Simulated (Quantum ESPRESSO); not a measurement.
SnO2:

```
Sn O
1.0
     1.61709    0.93363    4.80059
    -1.61709    0.93363    4.80059
     0.00000   -1.86726    4.80059
Sn O
1 2
Direct
  0.50000 0.50000 0.50000
  0.76283 0.76283 0.76283
  0.23717 0.23717 0.23717
```

Measurements of this composition are mostly on another form, of space group No. 136.

Base run:

* Program: Quantum ESPRESSO 7.5
* Functional: LDA
* Potentials or basis: GBRV 1.5 LDA
* Cutoff: 925 eV
* Density cutoff: 7401 eV
* k mesh: 10 × 10 × 10
* Occupations: fermi-dirac, width 0.05 eV
* Spin: no spin polarisation

Its results: band gap on the k mesh 1.77 eV, indirect (least direct gap 1.89 eV); pressure -8.8 GPa; largest force 0.636 eV/Å.

Q: The run is repeated on the same cell with these changes: functional from LDA to PBEsol; potentials or basis from GBRV 1.5 LDA to GBRV 1.5 PBEsol. What comes out?

A: Band gap on the k mesh 1.86 eV, indirect (least direct gap 1.97 eV); pressure -5.0 GPa; largest force 0.377 eV/Å.

Caveats: spin-orbit coupling is left out, which moves the levels of the heavy elements.
